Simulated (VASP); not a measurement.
# VASP 6.6.1 run: InAs

INCAR

```
ISMEAR = 1
LWAVE = .FALSE.
PREC = Accurate
ISIF = 2
NELM = 66
LCHARG = .FALSE.
ENCUT = 520
SIGMA = 0.2
NSW = 0
LREAL = .FALSE.
GGA = PE
EDIFF = 1E-7
IBRION = -1
NBANDS = 16
LASPH = .TRUE.
```

KPOINTS

```
KPOINTS created by Atomic Simulation Environment
0
Gamma
8 8 8
0 0 0
```

POSCAR

```
In As
 1.0000000000000000
     0.0000000000000000    3.0851363778000001    3.0212965019000002
     3.0851363778000001    0.0000000000000000    3.0212965019000002
     3.0851363778000001    3.0851363778000001    0.0000000000000000
 In  As
   1   1
Cartesian
  0.0000000000000000  0.0000000000000000  0.0000000000000000
  1.5425681889000000  1.5425681889000000  1.5106482509500001
```

The recommended PBE PAW datasets give the neutral cell 18 valence electrons.

Command

```
mpirun -np 1 vasp_std
```

**Question.** Predict the outcome of this run.

**Answer.** It converged. Results: gap between bands v and c on the k mesh 0.09 eV; least direct gap on the k mesh 0.09 eV; pressure 1.6 GPa. Band v is the last that the valence electrons fill when counted band by band, and c is the next.

OSZICAR

```
N       E                     dE             d eps       ncg     rms          rms(c)
DAV:   1     0.111762439650E+03    0.11176E+03   -0.83220E+03  1904   0.120E+03
DAV:   2    -0.476288827471E+00   -0.11224E+03   -0.10723E+03  2040   0.286E+02
DAV:   3    -0.777541366016E+01   -0.72991E+01   -0.72653E+01  2416   0.732E+01
DAV:   4    -0.796106153671E+01   -0.18565E+00   -0.18555E+00  2352   0.133E+01
DAV:   5    -0.796989966793E+01   -0.88381E-02   -0.88380E-02  2792   0.241E+00    0.425E+00
DAV:   6    -0.772574737651E+01    0.24415E+00   -0.37216E-01  2968   0.985E+00    0.237E+00
DAV:   7    -0.770377854738E+01    0.21969E-01   -0.10877E-01  2624   0.280E+00    0.713E-01
DAV:   8    -0.770500213110E+01   -0.12236E-02   -0.12447E-02  2360   0.125E+00    0.173E-01
DAV:   9    -0.770562817024E+01   -0.62604E-03   -0.96812E-04  2336   0.274E-01    0.103E-01
DAV:  10    -0.770578424147E+01   -0.15607E-03   -0.17732E-04  2528   0.177E-01    0.572E-02
DAV:  11    -0.770583231320E+01   -0.48072E-04   -0.11316E-04  2200   0.109E-01    0.380E-02
DAV:  12    -0.770583309575E+01   -0.78255E-06   -0.58204E-06  2280   0.243E-02    0.781E-03
DAV:  13    -0.770583346262E+01   -0.36687E-06   -0.17490E-06  2368   0.732E-03    0.327E-03
DAV:  14    -0.770583353492E+01   -0.72300E-07   -0.10959E-07  2312   0.281E-03
   1 F= -.77058335E+01 E0= -.77060847E+01  d E =0.753576E-03
```

Standard output (part)

```
POSCAR found type information on POSCAR InAs
 POSCAR found :  2 types and       2 ions
 LDA part: xc-table for (Slater+PW92), standard interpolation
 POSCAR, INCAR and KPOINTS ok, starting setup
 WAVECAR not read
 entering main loop
```

For comparison, a separate PBE run of the intended cell, on usual settings and not on those above, gives a gap of 0.09 eV on its mesh and a pressure of 1.6 GPa.
